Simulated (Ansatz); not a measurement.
Wanted: the native input for an Ansatz 0.2.0 run.

```
Task                : relaxation of cell and atoms
Functional          : RPBE
Dispersion          : D3(BJ)
Potentials or basis : Ansatz PAW
Cutoff              : 420 eV (not typed: the program's choice for these potentials)
k mesh              : 12 × 8 × 6
Occupations         : fermi-dirac, width 0.05 eV
Spin                : no spin polarisation
```

Crystal: BAs.

```
B As
1.0
     2.12755    0.00000    0.00000
     0.00000    3.17406    0.00000
     0.00000    0.00000    4.95098
B As
1 1
Direct
  0.00000 0.50000 0.00000
  0.50000 0.50000 0.50000
```

The cell was built by a generator and needn't be a form met in nature.

One way to write it, as run:

input.yaml

```yaml
crystal:
  lattice:
    - [2.12754933, 0.0, 0.0]
    - [0.0, 3.17406294, 0.0]
    - [0.0, 0.0, 4.95098018]
  atoms:
    - { symbol: B, position: [0.0, 0.5, 0.0] }
    - { symbol: As, position: [0.5, 0.5, 0.5] }
hamiltonian:
  xc: rpbe
  pseudopotentials: { kind: paw }
  dispersion: d3bj
kpoints:
  mp_grid: { grid: [12, 8, 6] }
scf:
  occupations: { method: fermi_dirac, width: 0.05 }
output:
  forces: true
  stress: true
  eigenvalues: true
relax:
  f_tol: 0.01
  max_steps: 40
  cell: { stress_tol: 0.05 }
```

Potentials or basis: Ansatz PAW.

The run is started by

```sh
$ ansatz run input.yaml --threads 2 --pin off --max-ram 5632MiB --backend cpu --events-out ev --progress --plain --runs-dir out
```

It gave:

* Relaxed volume: 13.66 Å³/atom
* Relaxed cell: a = 2.506 Å, b = 2.401 Å, c = 4.542 Å, α = 90.00°, β = 90.00°, γ = 90.00°
* Space group after relaxing (to 0.05 Å): Pmmm (No. 47)
* Energy gained by relaxing: 948.6 meV/atom
* Ionic steps: 16
* Pressure after relaxing: 0.0 GPa
* Band gap on the k mesh: none (metal or under the smearing width)

Caveat: the volume moved by over 15 % at a fixed basis, so the end points are rough; the plane-wave basis is chosen anew once the cell has moved, so the energies of steps on either side of that aren't comparable; the PAW data sets come from PBE, with cores solved anew for the run's functional, which leaves a small shift of forces and pressure.

It took 28 s on 2 threads of Arm Neoverse V2, on a shared host, peak memory 0.35 GiB.
